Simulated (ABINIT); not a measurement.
# Zr (Im-3m) in ABINIT: equation of state

Aim: energy against volume of Zr in PBE, for its equilibrium volume and stiffness.

Everything below comes from runs of ABINIT 10.8.3 (patched build). Logs are shortened: lines on timing, memory, paths and dates and some standing lists are left out, and cuts for length are marked. The log counts tension as positive stress, the text compression.

### Step 1. The structure

The structure is cubic, space group Im-3m (No. 229). The conventional cell has a = 3.620 Å, b = 3.620 Å, c = 3.620 Å, α = 90.00°, β = 90.00°, γ = 90.00°. Around Zr (site symmetry m-3m) lie 8 Zr at 3.14 Å.

This isn't the form of Zr at room conditions, which is hcp.

### Step 2. Equation of state, PBE

The input, run.abi:

```
# Datasets: one volume each
ndtset 7
scalecart1 3*0.9795861087
scalecart2 3*0.9864848297
scalecart3 3*0.9932883884
scalecart4 3*1.0000000000
scalecart5 3*1.0066227096
scalecart6 3*1.0131594038
scalecart7 3*1.0196128224

# Pseudopotentials
pp_dirpath "./"
pseudos "Zr.GGA_PBE-JTH.xml"

# Structure
acell 3.1350119617 3.1350119617 3.1350119617 Angstrom
rprim
    -0.5773502692     0.5773502692     0.5773502692
     0.5773502692    -0.5773502692     0.5773502692
     0.5773502692     0.5773502692    -0.5773502692
ntypat 1
znucl 40
natom 1
typat 1
xred
     0.0000000000     0.0000000000     0.0000000000

# Plane-wave basis
ecut 17.0
pawecutdg 34.0
pawxcdev 0

# k points
kptopt 1
ngkpt 10 10 10
nshiftk 1
shiftk 0.0 0.0 0.0

# Exchange and correlation
ixc 11

# Bands and occupations
nband 10
occopt 3
tsmear 0.00183747

# SCF cycle
nstep 100
tolvrs 1.0e-9

# Output
iomode 3
prtwf 0
prtden 0
prteig 0
prtebands 0
enunit 2
```

Potentials or basis: JTH PAW PBE v2.0.

The run is started by

```
> mpirun --bind-to none -np 4 abinit run.abi > log 2>&1
```

run.abo:

```text
.Version 10.8.3 of ABINIT
 DATASET    1 : space group Im -3 m (#229); Bravais cI (body-center cubic)
================================================================================
 Values of the parameters that define the memory need for DATASET  1.
     intxc =       0    ionmov =       0      iscf =      17    lmnmax =      18
     lnmax =       6     mgfft =      24  mpssoang =       3    mqgrid =    3001
     natom =       1  nloc_mem =       2    nspden =       1   nspinor =       1
    nsppol =       1      nsym =      48    n1xccc =       1    ntypat =       1
    occopt =       3   xclevel =       2
       mpw =         516          nfft =       13824          nkpt =          47
 PAW method is used; the additional fine FFT grid is defined by:
   mgfftf=        32    nfftf =     32768
================================================================================
================================================================================
[... 71 lines left out ...]
 DATASET    7 : space group Im -3 m (#229); Bravais cI (body-center cubic)
================================================================================
 Values of the parameters that define the memory need for DATASET  7.
     intxc =       0    ionmov =       0      iscf =      17    lmnmax =      18
     lnmax =       6     mgfft =      24  mpssoang =       3    mqgrid =    3001
     natom =       1  nloc_mem =       2    nspden =       1   nspinor =       1
    nsppol =       1      nsym =      48    n1xccc =       1    ntypat =       1
    occopt =       3   xclevel =       2
       mpw =         579          nfft =       13824          nkpt =          47
 PAW method is used; the additional fine FFT grid is defined by:
   mgfftf=        32    nfftf =     32768
================================================================================
================================================================================

--------------------------------------------------------------------------------
------------- Echo of variables that govern the present computation ------------
--------------------------------------------------------------------------------
 -outvars: echo values of preprocessed input variables --------
            acell      5.9243140091E+00  5.9243140091E+00  5.9243140091E+00 Bohr
              amu      9.12240000E+01
             ecut      1.70000000E+01 Hartree
           enunit           2
              ixc          11
           jdtset        1    2    3    4    5    6    7
         kptrlatt       10    0    0      0   10    0      0    0   10
          kptrlen1     5.80337571E+01
          kptrlen2     5.84424590E+01
          kptrlen3     5.88455231E+01
          kptrlen4     5.92431401E+01
          kptrlen5     5.96354902E+01
          kptrlen6     6.00227445E+01
          kptrlen7     6.04050653E+01
            natom           1
            nband          10
           ndtset           7
            ngfft          24      24      24
          ngfftdg          32      32      32
             nkpt          47
            nstep         100
             nsym          48
           ntypat           1
           occopt           3
        pawecutdg      3.40000000E+01 Hartree
         pawxcdev           0
           prtden           0
        prtebands           0
           prteig           0
            prtwf           0
            rprim1    -5.6556430356E-01  5.6556430356E-01  5.6556430356E-01
                       5.6556430356E-01 -5.6556430356E-01  5.6556430356E-01
                       5.6556430356E-01  5.6556430356E-01 -5.6556430356E-01
            rprim2    -5.6954728199E-01  5.6954728199E-01  5.6954728199E-01
                       5.6954728199E-01 -5.6954728199E-01  5.6954728199E-01
                       5.6954728199E-01  5.6954728199E-01 -5.6954728199E-01
            rprim3    -5.7347531844E-01  5.7347531844E-01  5.7347531844E-01
                       5.7347531844E-01 -5.7347531844E-01  5.7347531844E-01
                       5.7347531844E-01  5.7347531844E-01 -5.7347531844E-01
            rprim4    -5.7735026920E-01  5.7735026920E-01  5.7735026920E-01
                       5.7735026920E-01 -5.7735026920E-01  5.7735026920E-01
                       5.7735026920E-01  5.7735026920E-01 -5.7735026920E-01
            rprim5    -5.8117389237E-01  5.8117389237E-01  5.8117389237E-01
                       5.8117389237E-01 -5.8117389237E-01  5.8117389237E-01
                       5.8117389237E-01  5.8117389237E-01 -5.8117389237E-01
            rprim6    -5.8494785453E-01  5.8494785453E-01  5.8494785453E-01
                       5.8494785453E-01 -5.8494785453E-01  5.8494785453E-01
                       5.8494785453E-01  5.8494785453E-01 -5.8494785453E-01
            rprim7    -5.8867373749E-01  5.8867373749E-01  5.8867373749E-01
                       5.8867373749E-01 -5.8867373749E-01  5.8867373749E-01
                       5.8867373749E-01  5.8867373749E-01 -5.8867373749E-01
          spgroup         229
           tolvrs      1.00000000E-09
           tsmear      1.83747000E-03 Hartree
            typat      1
           useylm           1
            znucl       40.00000

================================================================================

 chkinp: Checking input parameters for consistency, jdtset=   1.

 chkinp: Checking input parameters for consistency, jdtset=   2.

 chkinp: Checking input parameters for consistency, jdtset=   3.

 chkinp: Checking input parameters for consistency, jdtset=   4.
[... 22 lines left out ...]
 Real(R)+Recip(G) space primitive vectors, cartesian coordinates (Bohr,Bohr^-1):
 R(1)= -3.3505805  3.3505805  3.3505805  G(1)=  0.0000000  0.1492279  0.1492279
 R(2)=  3.3505805 -3.3505805  3.3505805  G(2)=  0.1492279  0.0000000  0.1492279
 R(3)=  3.3505805  3.3505805 -3.3505805  G(3)=  0.1492279  0.1492279  0.0000000
 Unit cell volume ucvol=  1.5045969E+02 bohr^3
 Angles (23,13,12)=  1.09471221E+02  1.09471221E+02  1.09471221E+02 degrees

 Coarse grid specifications (used for wave-functions):

 getcut: wavevector=  0.0000  0.0000  0.0000  ngfft=  24  24  24
         ecut(hartree)=     17.000   => boxcut(ratio)=   2.22813

 getcut : COMMENT -
  Note that boxcut > 2.2 ; recall that boxcut=Gcut(box)/Gcut(sphere) = 2
  is sufficient for exact treatment of convolution.
  Such a large boxcut is a waste : you could raise ecut
  e.g. ecut=   21.099437 Hartrees makes boxcut=2

 Fine grid specifications (used for densities):

 getcut: wavevector=  0.0000  0.0000  0.0000  ngfft=  32  32  32
         ecut(hartree)=     34.000   => boxcut(ratio)=   2.10275

--- Pseudopotential description ------------------------------------------------
- pspini: atom type   1  psp file is ./Zr.GGA_PBE-JTH.xml
 Pseudopotential format is: paw10
 basis_size (lnmax)=  6 (lmn_size= 18), orbitals=   0   0   1   1   2   2
 Spheres core radius: rc_sph= 2.22030268
 Shapefunction is BESSEL type: shapef(r,l)=aa(1,l)*jl(q(1,l)*r)+aa(2,l)*jl(q(2,l)*r)
 Radius for shape functions =  2.22030268
 Compensation charge density is not taken into account in XC energy/potential

   1.87192961E+02                                ecore*ucvol(ha*bohr**3)
--------------------------------------------------------------------------------

================================================================================

--- !BeginCycle
iteration_state: {dtset: 1, }
solver: {iscf: 17, nstep: 100, nline: 4, wfoptalg: 10, }
tolerances: {tolvrs: 1.00E-09, }
...

     iter   Etot(hartree)      deltaE(h)  residm     nres2
 ETOT  1  -47.440806174848    -4.744E+01 4.172E-01 2.599E+00
 ETOT  2  -47.507283167349    -6.648E-02 6.169E-03 4.008E-01
 ETOT  3  -47.507430855332    -1.477E-04 2.640E-03 1.017E-01
 ETOT  4  -47.507466166197    -3.531E-05 5.077E-04 2.015E-04
 ETOT  5  -47.507467686277    -1.520E-06 3.236E-03 2.266E-05
 ETOT  6  -47.507467607592     7.868E-08 1.319E-04 2.677E-07
 ETOT  7  -47.507467610359    -2.767E-09 5.185E-04 5.104E-08
 ETOT  8  -47.507467610368    -8.335E-12 6.524E-05 1.450E-08
 ETOT  9  -47.507467610417    -4.921E-11 9.083E-05 3.787E-09
 ETOT 10  -47.507467610417    -5.116E-13 5.587E-05 4.652E-10
[... 142 lines left out ...]
 Real(R)+Recip(G) space primitive vectors, cartesian coordinates (Bohr,Bohr^-1):
 R(1)= -3.3741769  3.3741769  3.3741769  G(1)=  0.0000000  0.1481843  0.1481843
 R(2)=  3.3741769 -3.3741769  3.3741769  G(2)=  0.1481843  0.0000000  0.1481843
 R(3)=  3.3741769  3.3741769 -3.3741769  G(3)=  0.1481843  0.1481843  0.0000000
 Unit cell volume ucvol=  1.5366096E+02 bohr^3
 Angles (23,13,12)=  1.09471221E+02  1.09471221E+02  1.09471221E+02 degrees

 Coarse grid specifications (used for wave-functions):

 getcut: wavevector=  0.0000  0.0000  0.0000  ngfft=  24  24  24
         ecut(hartree)=     17.000   => boxcut(ratio)=   2.21255

 getcut : COMMENT -
  Note that boxcut > 2.2 ; recall that boxcut=Gcut(box)/Gcut(sphere) = 2
  is sufficient for exact treatment of convolution.
  Such a large boxcut is a waste : you could raise ecut
  e.g. ecut=   20.805362 Hartrees makes boxcut=2

 Fine grid specifications (used for densities):

 getcut: wavevector=  0.0000  0.0000  0.0000  ngfft=  32  32  32
         ecut(hartree)=     34.000   => boxcut(ratio)=   2.08805
--------------------------------------------------------------------------------

================================================================================

--- !BeginCycle
iteration_state: {dtset: 2, }
solver: {iscf: 17, nstep: 100, nline: 4, wfoptalg: 10, }
tolerances: {tolvrs: 1.00E-09, }
...
[... 1022 lines left out ...]
 Cartesian components of stress tensor (hartree/bohr^3)
  sigma(1 1)=  2.51343143E-04  sigma(3 2)=  0.00000000E+00
  sigma(2 2)=  2.51343143E-04  sigma(3 1)=  0.00000000E+00
  sigma(3 3)=  2.51343143E-04  sigma(2 1)=  0.00000000E+00

-Cartesian components of stress tensor (GPa)         [Pressure= -7.3948E+00 GPa]
- sigma(1 1)=  7.39477057E+00  sigma(3 2)=  0.00000000E+00
- sigma(2 2)=  7.39477057E+00  sigma(3 1)=  0.00000000E+00
- sigma(3 3)=  7.39477057E+00  sigma(2 1)=  0.00000000E+00

== END DATASET(S) ==============================================================
================================================================================

 -outvars: echo values of variables after computation  --------
            acell      5.9243140091E+00  5.9243140091E+00  5.9243140091E+00 Bohr
           etotal1    -4.7507467610E+01
           etotal2    -4.7507551635E+01
           etotal3    -4.7507444047E+01
           etotal4    -4.7507160454E+01
           etotal5    -4.7506716854E+01
           etotal6    -4.7506124177E+01
           etotal7    -4.7505392571E+01
            fcart1    -0.0000000000E+00 -0.0000000000E+00 -0.0000000000E+00
            fcart2    -0.0000000000E+00 -0.0000000000E+00 -0.0000000000E+00
            fcart3    -0.0000000000E+00 -0.0000000000E+00 -0.0000000000E+00
            fcart4    -0.0000000000E+00 -0.0000000000E+00 -0.0000000000E+00
            fcart5    -0.0000000000E+00 -0.0000000000E+00 -0.0000000000E+00
            fcart6    -0.0000000000E+00 -0.0000000000E+00 -0.0000000000E+00
            fcart7    -0.0000000000E+00 -0.0000000000E+00 -0.0000000000E+00
            rprim1    -5.6556430356E-01  5.6556430356E-01  5.6556430356E-01
                       5.6556430356E-01 -5.6556430356E-01  5.6556430356E-01
                       5.6556430356E-01  5.6556430356E-01 -5.6556430356E-01
            rprim2    -5.6954728199E-01  5.6954728199E-01  5.6954728199E-01
                       5.6954728199E-01 -5.6954728199E-01  5.6954728199E-01
                       5.6954728199E-01  5.6954728199E-01 -5.6954728199E-01
            rprim3    -5.7347531844E-01  5.7347531844E-01  5.7347531844E-01
                       5.7347531844E-01 -5.7347531844E-01  5.7347531844E-01
[... 9 lines left out ...]
                       5.8494785453E-01  5.8494785453E-01 -5.8494785453E-01
            rprim7    -5.8867373749E-01  5.8867373749E-01  5.8867373749E-01
                       5.8867373749E-01 -5.8867373749E-01  5.8867373749E-01
                       5.8867373749E-01  5.8867373749E-01 -5.8867373749E-01
           strten1    -5.6075091476E-05 -5.6075091476E-05 -5.6075091476E-05
                       0.0000000000E+00  0.0000000000E+00  0.0000000000E+00
           strten2     7.3945039433E-06  7.3945039433E-06  7.3945039433E-06
                       0.0000000000E+00  0.0000000000E+00  0.0000000000E+00
           strten3     6.4413933863E-05  6.4413933863E-05  6.4413933863E-05
                       0.0000000000E+00  0.0000000000E+00  0.0000000000E+00
           strten4     1.1654744630E-04  1.1654744630E-04  1.1654744630E-04
                       0.0000000000E+00  0.0000000000E+00  0.0000000000E+00
           strten5     1.6482857849E-04  1.6482857849E-04  1.6482857849E-04
                       0.0000000000E+00  0.0000000000E+00  0.0000000000E+00
           strten6     2.0968950508E-04  2.0968950508E-04  2.0968950508E-04
                       0.0000000000E+00  0.0000000000E+00  0.0000000000E+00
           strten7     2.5134314308E-04  2.5134314308E-04  2.5134314308E-04
                       0.0000000000E+00  0.0000000000E+00  0.0000000000E+00
 Calculation completed.
```

It took 18 s on 4 MPI ranks of Arm Neoverse V2, shared host; peak memory 0.48 GiB.

Results:

* Equilibrium volume: 22.73 Å³/atom
* Bulk modulus: 84 GPa
* Pressure derivative of the bulk modulus: 2.9

Energy against volume, from the lowest point:
| volume (Å³/atom) | energy (meV/atom) |
| --- | --- |
| 22.296 | 2.29 |
| 22.770 | 0.00 |
| 23.245 | 2.93 |
| 23.719 | 10.64 |
| 24.193 | 22.72 |
| 24.668 | 38.84 |
| 25.142 | 58.75 |

Caveat: pressures at fixed basis lie under the slope of the energies.
